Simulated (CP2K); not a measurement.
## CdO (Monteponite): equation of state with PBE

CdO (Monteponite):

```xyz
2
Lattice="3.3227 0.0000 0.0000 1.6613 2.8775 0.0000 1.6613 0.9592 2.7130" Properties=species:S:1:pos:R:3 pbc="T T T"
Cd    0.0000    0.0000    0.0000
O     3.3227    1.9184    1.3565
```

* Program: CP2K 2026.2
* Task: equation of state
* Functional: PBE
* Potentials or basis: POTENTIAL_UZH Cd GTH-PBE-q12, O GTH-PBE-q6; TZVP-MOLOPT-PBE-GTH basis
* Density cutoff: 8163 eV
* k mesh: 10 × 10 × 10
* Occupations: fermi-dirac, width 0.05 eV
* Spin: no spin polarisation

```yaml
Equilibrium_volume: 13.69 Å³/atom
Bulk_modulus: 127 GPa
Pressure_derivative_of_the_bulk_modulus: "4.5 (rough: it moves with the points fitted)"
```

Energy against volume, from the lowest point:
```tsv
volume (Å³/atom)	energy (meV/atom)
12.191	79.75
12.451	52.43
12.710	31.44
12.970	16.29
13.229	6.35
13.488	1.08
13.748	0.00
```

All runs of the series together: 7.3 min on 1 thread of Arm Neoverse V2 (shared host).

Caveat: the basis of atomic orbitals isn't converged, which shifts pressures, moduli and gaps. PBE usually gives volumes a little too large and moduli too small.
